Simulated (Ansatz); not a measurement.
Crystal: Te.

```
CELL_PARAMETERS angstrom
4.45400 0.00000 0.00000
-2.22700 3.85728 0.00000
0.00000 0.00000 5.92400
ATOMIC_POSITIONS crystal
Te 0.73100 0.73100 0.00000
Te 0.00000 0.26900 0.66667
Te 0.26900 0.00000 0.33333
```

| Item | Value |
| --- | --- |
| Program | Ansatz 0.2.0 |
| Task | relaxation of cell and atoms |
| Functional | HSE06 |
| Potentials or basis | Ansatz PAW |
| Cutoff | 420 eV (not typed: the program's choice for these potentials) |
| k mesh | 4 × 4 × 3 |
| Occupations | fermi-dirac, width 0.05 eV |
| Spin | no spin polarisation |

At the start: volume 33.93 Å³/atom.

How do energy, volume and symmetry change on relaxing?

It ends after 7 steps and the volume is 37.22 Å³/atom (+9.7 %); space group P3_121 (No. 152, to 0.05 Å).

The path:
| step | energy change (eV) | largest force (eV/Å) | volume (Å³) |
| --- | --- | --- | --- |
| 1 | 0.0000 | 0.3020 | 101.78 |
| 2 | -0.0312 | 0.0619 | 103.31 |
| 3 | -0.0480 | 0.0435 | 107.80 |
| 4 | -0.0557 | 0.0119 | 110.30 |
| 5 | -0.0561 | 0.0020 | 111.39 |
| 6 | -0.0561 | 0.0014 | 111.67 |
| 7 | -0.0577 | 0.0013 | 111.67 |

Final structure:
```xyz
3
Lattice="4.7336 0.0000 0.0000 -2.3668 4.0994 0.0000 0.0000 0.0000 5.7545" Properties=species:S:1:pos:R:3 pbc="T T T"
Te    1.7836    3.0893    0.0000
Te   -0.5832    1.0101    3.8363
Te    1.1664    0.0000    1.9182
```

Caveat: the plane-wave basis is chosen anew once the cell has moved, so the energies of steps on either side of that aren't comparable; the PAW data sets come from PBE, with cores solved anew for the run's functional, which leaves a small shift of forces and pressure.
